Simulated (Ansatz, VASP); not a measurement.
## One calculation of SiC3, two programs

```
CELL_PARAMETERS angstrom
2.51901 0.00000 0.00000
-1.25950 2.18152 0.00000
0.00000 0.00000 5.85972
ATOMIC_POSITIONS crystal
Si 0.00000 0.00000 0.00000
C 0.00000 0.00000 0.65367
C 0.00000 0.00000 0.34633
C 0.66667 0.33333 0.50000
```

Alike in both runs: functional PBE; k mesh 24 × 24 × 8; occupations gaussian, width 0.1 eV; no spin polarisation.

Ansatz relaxed the structure, and its values are those at the end. VASP's run is a single point on that final structure, the one shown.

|  | VASP | Ansatz |
| --- | --- | --- |
| version | VASP 6.6.1 | Ansatz 0.2.0 |
| potentials or method | VASP PAW PBE potentials, release 64 (Si, C) | scalar-relativistic, plane waves, PAW |
| plane-wave cutoff (eV) | 520 | 420 |
| valence electrons in the cell | 16 | 16 |

|  | VASP | Ansatz | Ansatz less VASP |
| --- | --- | --- | --- |
| gap on the k mesh at the Fermi level (eV) | none | none | - |
| pressure (GPa) | 0.0 | 0.0 | -0.05 |
| rms of the force components (eV/Å) | 0.011 | 0.000 | -0.0105 |

A gap of «none» marks a metal or a gap that the smearing closes.
